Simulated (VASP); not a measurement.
# SnSe (Fm-3m) in VASP: further runs

One crystal, SnSe, is run at these levels: HSE06; tasks: single point.

Program: VASP 6.6.1. These are calculated values, not measurements. Logs are shortened: lines on timing, memory, paths and dates and some standing lists are left out, and cuts for length are marked.

## 1. Starting point

The structure is cubic, space group Fm-3m (No. 225). The conventional cell has a = 6.020 Å, b = 6.020 Å, c = 6.020 Å, α = 90.00°, β = 90.00°, γ = 90.00°. Sn (site symmetry m-3m) has 6 Se at 3.01 Å as nearest neighbours. Se (site symmetry m-3m) is surrounded by 6 Sn at 3.01 Å.

Measurements of this composition are mostly on another form, of space group No. 62.

## 2. Single point, HSE06

File POSCAR:

```
SnSe
1.0
    0.0000000000      3.0100000000      3.0100000000
    3.0100000000      0.0000000000      3.0100000000
    3.0100000000      3.0100000000      0.0000000000
Sn Se
1 1
Direct
    0.0000000000      0.0000000000      0.0000000000
    0.5000000000      0.5000000000      0.5000000000
```

File INCAR.step1:

```
  PREC = Accurate
  ENCUT = 300
  EDIFF = 1E-5
  ISMEAR = 0
  SIGMA = 0.01
  LREAL = F
  LASPH = T
  NELM = 100
  ALGO = Normal
  ISIF = 2
  LWAVE = T
  LCHARG = F
  NBANDS = 18
  NKRED = 1
  GGA = PE
```

File INCAR.step2:

```
  PREC = Accurate
  ENCUT = 300
  EDIFF = 1E-6
  ISMEAR = 0
  SIGMA = 0.01
  LREAL = F
  LASPH = T
  NELM = 100
  ALGO = Normal
  ISIF = 2
  LWAVE = F
  LCHARG = F
  GGA = PE
  LHFCALC = T
  HFSCREEN = 0.2
  PRECFOCK = Fast
  NBANDS = 18
  NKRED = 1
  ISTART = 1
```

File KPOINTS:

```
regular mesh
0
Gamma
  3 3 3
```

Potentials or basis: VASP PAW PBE potentials, release 64 (Sn_d, Se).

Run with:

```bash
$ cat potpaw_PBE.64/Sn_d/POTCAR potpaw_PBE.64/Se/POTCAR > POTCAR
$ cp INCAR.step1 INCAR
$ mpirun -np 1 vasp_std > vasp.out
$ cp INCAR.step2 INCAR
$ mpirun -np 1 vasp_std > vasp.out
```

OUTCAR:

```text
PREC = Accurate
   ENCUT = 300
   EDIFF = 1E-6
   ISMEAR = 0
   LREAL = F
   LASPH = T
   NELM = 100
   ISIF = 2
   GGA = PE
   LHFCALC = T
   HFSCREEN = 0.2
   PRECFOCK = Fast
   NKRED = 1
   ISTART = 1

 Found      4 irreducible k-points:

 Following reciprocal coordinates:
            Coordinates               Weight
  0.000000  0.000000  0.000000      1.000000
  0.333333  0.000000  0.000000      8.000000
  0.333333  0.333333  0.000000      6.000000
 -0.333333  0.333333  0.000000     12.000000
   k-points           NKPTS =      4   k-points in BZ     NKDIM =     27   number of bands    NBANDS=     18
   number of dos      NEDOS =    301   number of ions     NIONS =      2
   total plane-waves  NPLWV =  13824
   dimension x,y,z NGX =    24 NGY =   24 NGZ =   24
   dimension x,y,z NGXF=    48 NGYF=   48 NGZF=   48
   ions per type =               1   1
   NGX,Y,Z   is equivalent  to a cutoff of   9.37,  9.37,  9.37 a.u.
   NGXF,Y,Z  is equivalent  to a cutoff of  18.75, 18.75, 18.75 a.u.
 SYSTEM =  unknown system
   PREC   = accura    normal or accurate (medium, high low for compatibility)
   ISTART =      1    job   : 0-new  1-cont  2-samecut
   ICHARG =      0    charge: 1-file 2-atom 10-const
   ISPIN  =      1    spin polarized calculation?
   LNONCOLLINEAR =      F non collinear calculations
   LSORBIT =      F    spin-orbit coupling
   LASPH  =      T    aspherical Exc in radial PAW
   ENCUT  =  300.0 eV  22.05 Ry    4.70 a.u.   6.01  6.01  6.01*2*pi/ulx,y,z
   NELM   =    100;   NELMIN=  2; NELMDL=  0     # of ELM steps
   EDIFF  = 0.1E-05   stopping-criterion for ELM
   LREAL  =      F    real-space projection
   EDIFFG = 0.1E-04   stopping-criterion for IOM
   NSW    =      0    number of steps for IOM
   IBRION =     -1    ionic relax: 0-MD 1-quasi-New 2-CG
   NFREE  =      0    steps in history (QN), initial steepest desc. (CG)
   ISIF   =      2    stress and relaxation
   ISYM   =      3    0-nonsym 1-usesym 2-fastsym
   POTIM  = 0.5000    time-step for ionic-motion
   TEBEG  =    0.0;   TEEND  =   0.0 temperature during run
   PSTRESS=    0.0 pullay stress
   NELECT =      20.0000    total number of electrons
   NUPDOWN=      -1.0000    fix difference up-down
   EMIN   =  10.00;   EMAX   =-10.00  energy-range for DOS
   EFERMI =   0.00;   METHOD = LEGACY
   ISMEAR =     0;   SIGMA  =   0.01  broadening in eV -4-tet -1-fermi 0-gaus
   EFERMI_NEDOS =   21; number of points for ismear=-14 and -15
   IALGO  =     38    algorithm
   IMIX   =      1    mixing-type and parameters
     AMIX     =   0.40;   BMIX     =  1.00
     AMIX_MAG =   1.60;   BMIX_MAG =  1.00
  volume/ion in A,a.u.               =      27.27       184.03
  Fermi-wavevector in a.u.,A,eV,Ry     =   1.171768  2.214321 18.681350  1.373040
  Thomas-Fermi vector in A             =   2.308207
   LORBIT       =      0    0 simple, 1 ext, 2 COOP (PROOUT), +10 PAW based schemes
   GGA     = PE    functional components
   LHFCALC =     T    Hartree Fock is set to
   PRECFOCK=fast      Normal, Fast or Accurate (Low or Medium for compatibility)
   ENCUT4O =  -1.0   cutoff for four orbital integrals eV
   NKREDX  =     1    reduce k-point grid by
   NKREDY  =     1    reduce k-point grid by
   NKREDZ  =     1    reduce k-point grid by
   AEXX    =    0.2500 exact exchange contribution
   HFSCREEN=    0.2000 screening length (either q_TF or 0.3 A-1)
   HFSCREENC=   0.2000 screening length for correlation (either q_TF or 0.3 A-1)
   ENCUTFOCK=  -1.0 apply spherical cutoff to Coloumb kernel
   IVDW    =     0    specifies the selected vdW correction
   LEPSILON=     F    determine dielectric tensor
   LRPA    =     F    only Hartree local field effects (RPA)
 non-spin polarized calculation
 Gauss-broadening in eV      SIGMA  =   0.01
  energy-cutoff  :      300.00
  volume of cell :       54.54
 maximum number of plane-waves:       650
  NGX = 14; NGY = 14; NGZ = 14

 number of electron      20.0000012 magnetization

 Free energy of the ion-electron system (eV)
  ---------------------------------------------------
  ext. energy  EPLUGINS =         0.00000000
  ---------------------------------------------------
  free energy    TOTEN  =       -10.01576276 eV

  energy without entropy =      -10.01576276  energy(sigma->0) =      -10.01576276

 E-fermi :   4.8506     XC(G=0):  -8.0079

 val. band max:        4.7974207998   @ k =   0.3333   0.0000   0.0000
 cond. band min:       7.1576292720   @ k =   0.3333   0.0000   0.0000
 fundamental gap:      2.3602084722
 Fermi energy:         4.8505588819

 k-point     1 :       0.0000    0.0000    0.0000
  band No.  band energies     occupation
      1     -18.5561      2.00000
      2     -18.5561      2.00000
      3     -18.5496      2.00000
      4     -18.5496      2.00000
      5     -18.5496      2.00000
      6     -10.1026      2.00000
[... 10 lines left out ...]
     17      14.1979      0.00000
     18      14.1983      0.00000

 k-point     2 :       0.3333    0.0000    0.0000
  band No.  band energies     occupation
      1     -18.5620      2.00000
      2     -18.5620      2.00000
      3     -18.5479      2.00000
      4     -18.5407      2.00000
      5     -18.5406      2.00000
      6      -9.3853      2.00000
[... 10 lines left out ...]
     17      18.1140      0.00000
     18      19.2717      0.00000

 k-point     3 :       0.3333    0.3333    0.0000
  band No.  band energies     occupation
      1     -18.5781      2.00000
      2     -18.5543      2.00000
      3     -18.5504      2.00000
      4     -18.5365      2.00000
      5     -18.5365      2.00000
      6      -9.1533      2.00000
[... 10 lines left out ...]
     17      17.1648      0.00000
     18      17.1648      0.00000

 k-point     4 :      -0.3333    0.3333    0.0000
  band No.  band energies     occupation
      1     -18.5747      2.00000
      2     -18.5575      2.00000
      3     -18.5463      2.00000
      4     -18.5398      2.00000
      5     -18.5364      2.00000
      6      -8.8129      2.00000
[... 10 lines left out ...]
     17      17.7875      0.00000
     18      20.1790      0.00000

------------------------ aborting loop because EDIFF is reached ----------------------------------------

  FORCE on cell =-STRESS in cart. coord.  units (eV):
  Direction    XX          YY          ZZ          XY          YZ          ZX
  --------------------------------------------------------------------------------------
  -------------------------------------------------------------------------------------
  Total       -0.8050225     -0.8050225     -0.8050225      0.0000000      0.0000000     -0.0000000
  in kB      -23.6477105    -23.6477105    -23.6477105      0.0000000      0.0000000     -0.0000000
  external PRESSURE =     -23.6477105 kB  Pullay stress =       0.0000000 kB

 VOLUME and BASIS-vectors are now :
 -----------------------------------------------------------------------------
  energy-cutoff  :      300.00
  volume of cell :       54.54
      direct lattice vectors                 reciprocal lattice vectors
     0.000000000  3.010000000  3.010000000    -0.166112957  0.166112957  0.166112957
     3.010000000  0.000000000  3.010000000     0.166112957 -0.166112957  0.166112957
     3.010000000  3.010000000  0.000000000     0.166112957  0.166112957 -0.166112957

 POSITION                                       TOTAL-FORCE (eV/Angst)
 -----------------------------------------------------------------------------------
      0.00000      0.00000      0.00000        -0.000000      0.000000     -0.000000
      3.01000      3.01000      3.01000         0.000000     -0.000000      0.000000
 -----------------------------------------------------------------------------------
    total drift:                                0.000002     -0.000001     -0.000003

  FREE ENERGIE OF THE ION-ELECTRON SYSTEM (eV)
  ---------------------------------------------------
  free  energy   TOTEN  =       -10.0157627626 eV

  energy  without entropy=      -10.0157627626  energy(sigma->0) =      -10.01576276
```

OSZICAR.step1:

```text
N       E                     dE             d eps       ncg     rms          rms(c)
DAV:   1     0.110925193647E+03    0.11093E+03   -0.68489E+03   168   0.984E+02
DAV:   2     0.861135360818E+00   -0.11006E+03   -0.10736E+03   162   0.275E+02
DAV:   3    -0.841489513215E+01   -0.92760E+01   -0.92363E+01   166   0.757E+01
DAV:   4    -0.860026180791E+01   -0.18537E+00   -0.18529E+00   166   0.111E+01
DAV:   5    -0.860465210718E+01   -0.43903E-02   -0.43901E-02   190   0.166E+00    0.369E+00
DAV:   6    -0.843550599296E+01    0.16915E+00   -0.37844E-01   204   0.352E+00    0.225E+00
DAV:   7    -0.843296074297E+01    0.25452E-02   -0.73110E-02   166   0.117E+00    0.103E+00
DAV:   8    -0.843391633429E+01   -0.95559E-03   -0.79731E-03   166   0.697E-01    0.847E-02
DAV:   9    -0.843380038715E+01    0.11595E-03   -0.11962E-03   194   0.257E-01    0.411E-02
DAV:  10    -0.843383440119E+01   -0.34014E-04   -0.14163E-04   162   0.672E-02    0.113E-02
DAV:  11    -0.843383817340E+01   -0.37722E-05   -0.82535E-06   130   0.201E-02
   1 F= -.84338382E+01 E0= -.84338382E+01  d E =-.144492E-49
```

Run time: 19 s. Hardware: 1 thread of Intel Xeon 6975P-C (Granite Rapids), shared host; peak memory 0.23 GiB.

These settings aren't checked as converged: the numbers below hold their error.

Results:

- Free energy: -10.0158 eV
- Pressure: -2.4 GPa

Caveat: the k mesh is coarse (spacing up to 0.60 Å⁻¹), so the values aren't converged, least of all with exact exchange; this odd mesh misses L, where the gap lies, so gap, dielectric constants and Born charges aren't listed; the PAW data sets were made with another functional, which shifts forces and pressure a little.

## 3. Single point, HSE06

POSCAR is that of step 2.

Changes to INCAR.step1 since step 2:

```diff
@@ -1,3 +1,3 @@
   PREC = Accurate
-  ENCUT = 300
+  ENCUT = 350
   EDIFF = 1E-5
```

Changes to INCAR.step2 since step 2:

```diff
@@ -1,3 +1,3 @@
   PREC = Accurate
-  ENCUT = 300
+  ENCUT = 350
   EDIFF = 1E-6
@@ -15,3 +15,3 @@
   HFSCREEN = 0.2
-  PRECFOCK = Fast
+  PRECFOCK = Low
   NBANDS = 18
```

KPOINTS is that of step 2.

Potentials or basis: VASP PAW PBE potentials, release 64 (Sn_d, Se).

Run with:

```bash
$ cat potpaw_PBE.64/Sn_d/POTCAR potpaw_PBE.64/Se/POTCAR > POTCAR
$ cp INCAR.step1 INCAR
$ mpirun -np 1 vasp_std > vasp.out
$ cp INCAR.step2 INCAR
$ mpirun -np 1 vasp_std > vasp.out
```

It took 22 s on 1 thread of Intel Xeon 6975P-C (Granite Rapids), shared host; peak memory 0.25 GiB.

These settings aren't checked as converged: the numbers below hold their error.

What came out:

| Item | Value |
| --- | --- |
| Free energy | -10.0146 eV |
| Pressure | -2.5 GPa |

Caveat: the k mesh is coarse (spacing up to 0.60 Å⁻¹), so the values aren't converged, least of all with exact exchange; this odd mesh misses L, where the gap lies, so gap, dielectric constants and Born charges aren't listed; the PAW data sets were made with another functional, which shifts forces and pressure a little.

## 4. Single point, HSE06

POSCAR is that of step 3.

INCAR.step1 is that of step 3.

Changes to INCAR.step2 since step 3:

```diff
@@ -15,3 +15,3 @@
   HFSCREEN = 0.2
-  PRECFOCK = Low
+  PRECFOCK = Accurate
   NBANDS = 18
```

KPOINTS is that of step 3.

Run with:

```bash
$ cat potpaw_PBE.64/Sn_d/POTCAR potpaw_PBE.64/Se/POTCAR > POTCAR
$ cp INCAR.step1 INCAR
$ mpirun -np 1 vasp_std > vasp.out
$ cp INCAR.step2 INCAR
$ mpirun -np 1 vasp_std > vasp.out
```

Run time: 2.8 min. Hardware: 1 thread of Intel Xeon 6975P-C (Granite Rapids), shared host; peak memory 0.26 GiB.

The run converged, but some of its settings lie outside the range that counts as converged, so its numbers aren't taken as properties of the crystal.

Results:

```yaml
Free_energy: -10.0191 eV
Pressure: -2.3 GPa
```

Caveat: the k mesh is coarse (spacing up to 0.60 Å⁻¹), so the values aren't converged, least of all with exact exchange; this odd mesh misses L, where the gap lies, so gap, dielectric constants and Born charges aren't listed; the PAW data sets were made with another functional, which shifts forces and pressure a little.

## 5. Single point, HSE06

POSCAR is that of step 4.

Changes to INCAR.step1 since step 4:

```diff
@@ -1,3 +1,3 @@
   PREC = Accurate
-  ENCUT = 350
+  ENCUT = 300
   EDIFF = 1E-5
```

Changes to INCAR.step2 since step 4:

```diff
@@ -1,3 +1,3 @@
   PREC = Accurate
-  ENCUT = 350
+  ENCUT = 300
   EDIFF = 1E-6
@@ -15,3 +15,3 @@
   HFSCREEN = 0.2
-  PRECFOCK = Accurate
+  PRECFOCK = Fast
   NBANDS = 18
```

File KPOINTS:

```
regular mesh
0
Gamma
  4 4 4
```

Run with:

```bash
$ cat potpaw_PBE.64/Sn_d/POTCAR potpaw_PBE.64/Se/POTCAR > POTCAR
$ cp INCAR.step1 INCAR
$ mpirun -np 1 vasp_std > vasp.out
$ cp INCAR.step2 INCAR
$ mpirun -np 1 vasp_std > vasp.out
```

It took 62 s on 1 thread of Intel Xeon 6975P-C (Granite Rapids), shared host; peak memory 0.23 GiB.

The run converged, but some of its settings lie outside the range that counts as converged, so its numbers aren't taken as properties of the crystal.

What came out:

| Property | Result |
| --- | --- |
| Free energy | -9.8134 eV |
| Pressure | -2.1 GPa |
| Band gap on the k mesh | 0.48 eV, direct |

Caveat: the k mesh is coarse (spacing up to 0.45 Å⁻¹), so the values aren't converged, least of all with exact exchange; the PAW data sets were made with another functional, which shifts forces and pressure a little; spin-orbit coupling is left out, which moves the levels of the heavy elements.

## 6. Single point, HSE06

POSCAR is that of step 5.

Changes to INCAR.step1 since step 5:

```diff
@@ -1,3 +1,3 @@
   PREC = Accurate
-  ENCUT = 300
+  ENCUT = 250
   EDIFF = 1E-5
```

Changes to INCAR.step2 since step 5:

```diff
@@ -1,3 +1,3 @@
   PREC = Accurate
-  ENCUT = 300
+  ENCUT = 250
   EDIFF = 1E-6
```

File KPOINTS:

```
regular mesh
0
Gamma
  5 5 5
```

Potentials or basis: VASP PAW PBE potentials, release 64 (Sn_d, Se).

Run with:

```bash
$ cat potpaw_PBE.64/Sn_d/POTCAR potpaw_PBE.64/Se/POTCAR > POTCAR
$ cp INCAR.step1 INCAR
$ mpirun -np 1 vasp_std > vasp.out
$ cp INCAR.step2 INCAR
$ mpirun -np 1 vasp_std > vasp.out
```

Run time: 2.2 min. Hardware: 1 thread of Intel Xeon 6975P-C (Granite Rapids), shared host; peak memory 0.24 GiB.

These settings aren't checked as converged: the numbers below hold their error.

What came out:

| Property | Result |
| --- | --- |
| Free energy | -9.8065 eV |

Caveat: the cutoff is under 1.25 times the usual one of these potentials, so pressure, stress and relaxed cells hold a basis-set (Pulay) error; this odd mesh misses L, where the gap lies, so gap, dielectric constants and Born charges aren't listed; the PAW data sets were made with another functional, which shifts forces and pressure a little.

## 7. The reference run

An earlier run on the cell as given: functional PBEsol; potentials or basis VASP PAW PBE potentials, release 64 (Sn_d, Se); cutoff 520 eV; k mesh 8 × 8 × 8; occupations fermi-dirac, width 0.05 eV; no spin polarisation.

- Pressure: -1.9 GPa
- Band gap on the k mesh: 0.65 eV, direct
